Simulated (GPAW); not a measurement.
A run of GPAW 26.7.0:

File run.py:

```python
from ase.dft.bandgap import bandgap
from ase.io import read, write
from ase.units import GPa
from gpaw import GPAW, PW

atoms = read('POSCAR')
atoms.set_initial_magnetic_moments([2.0, 0.0])

calc = GPAW(mode=PW(800),
            xc='PBE',
            kpts={'size': (9, 9, 9), 'gamma': True},
            occupations={'name': 'fermi-dirac', 'width': 0.05},
            setups={'Co': ':d,5.3'},
            nbands=17,
            convergence={'density': 1e-05, 'energy': 1e-05},
            maxiter=150,
            txt='gpaw.txt')
atoms.calc = calc
energy = atoms.get_potential_energy()
forces = atoms.get_forces()
stress = atoms.get_stress()
calc.write('gs.gpw')
write('result.traj', atoms)
print(f'Energy: {energy:.6f} eV')
print('Forces (eV/A):')
print(forces.round(4))
print('Stress (GPa):', (stress / GPa).round(3))
print('Moments:', calc.get_magnetic_moments().round(3))
print('Fermi level:', round(calc.get_fermi_level(), 4), 'eV')
print(f'Gap: {bandgap(calc)[0]:.4f} eV, direct: {bandgap(calc, direct=True)[0]:.4f} eV')

path = atoms.cell.bandpath('GXWKGLUWLK,UX', npoints=60, eps=1e-4)
bs_calc = calc.fixed_density(kpts=path, symmetry='off', nbands=25,
                             convergence={'bands': 'CBM+6.0', 'eigenstates': 1e-6}, txt='bands.txt')
bs = bs_calc.band_structure()
bs.write('bs.json')
print(f'Gap on the path: {bandgap(bs_calc)[0]:.4f} eV')
```

The input POSCAR:

```
CoO
1.0
    0.0000000000      2.1315000000      2.1315000000
    2.1315000000      0.0000000000      2.1315000000
    2.1315000000      2.1315000000      0.0000000000
Co O
1 1
Direct
    0.0000000000      0.0000000000      0.0000000000
    0.5000000000      0.5000000000      0.5000000000
```

Potentials or basis: GPAW PAW data sets (gpaw-data 1.2.1), pw.

Launch:

```console
$ OMP_NUM_THREADS=1 python run.py
```

Hardware: 1 thread of Arm Neoverse V1, on a shared host.

Task: How long does it take, and how much memory?

Result: Wall time 44 s on 1 thread of Arm Neoverse V1, on a shared host, peak memory 0.25 GiB. Counts: scf iterations 16, plane waves 1018, bands 17, k points 35.
